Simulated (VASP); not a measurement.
Here is a VASP 6.6.1 calculation.

INCAR

```
  PREC = Accurate
  ENCUT = 600
  EDIFF = 1E-7
  ISMEAR = 1
  SIGMA = 0.1
  LREAL = False
  LASPH = True
  NELM = 80
  ALGO = Normal
  ISIF = 3
  LWAVE = False
  LCHARG = False
  METAGGA = R2SCAN
  LMIXTAU = True
  IBRION = 2
  NSW = 90
  EDIFFG = -0.005
```

Contents of KPOINTS:

```
regular mesh
0
Gamma
  16 16 16
```

File POSCAR:

```
Si2W                                    
1.0
   -1.6067034924      1.6067034924      3.9018060383
    1.6067034924     -1.6067034924      3.9018060383
    1.6067034924      1.6067034924     -3.9018060383
  Si              W             
     2     1
Direct
     0.3347826490713673    0.3347826490713673    0.0000000000000000
     0.6652173509286328    0.6652173509286328    0.0000000000000000
     0.0000000000000000    0.0000000000000000    0.0000000000000000
```

Potentials or basis: VASP PAW PBE potentials, release 64 (Si, W_sv).

The run is started by

```bash
$ cat potpaw_PBE.64/Si/POTCAR potpaw_PBE.64/W_sv/POTCAR > POTCAR
$ mpirun -np 1 vasp_std > vasp.out
```

Problem. Predict the band gap on the k mesh.

Solution. None (metal or under the smearing width).

Forces on the atoms (eV/Å):
```
Si   0.000  0.000  0.004
Si   0.000  0.000 -0.004
W    0.000  0.000  0.000
```

Caveat: the relaxation stopped at its first step, so nothing moved; the PAW data sets were made with another functional, which shifts forces and pressure a little. Spin-orbit coupling is left out, which matters for the levels of W.
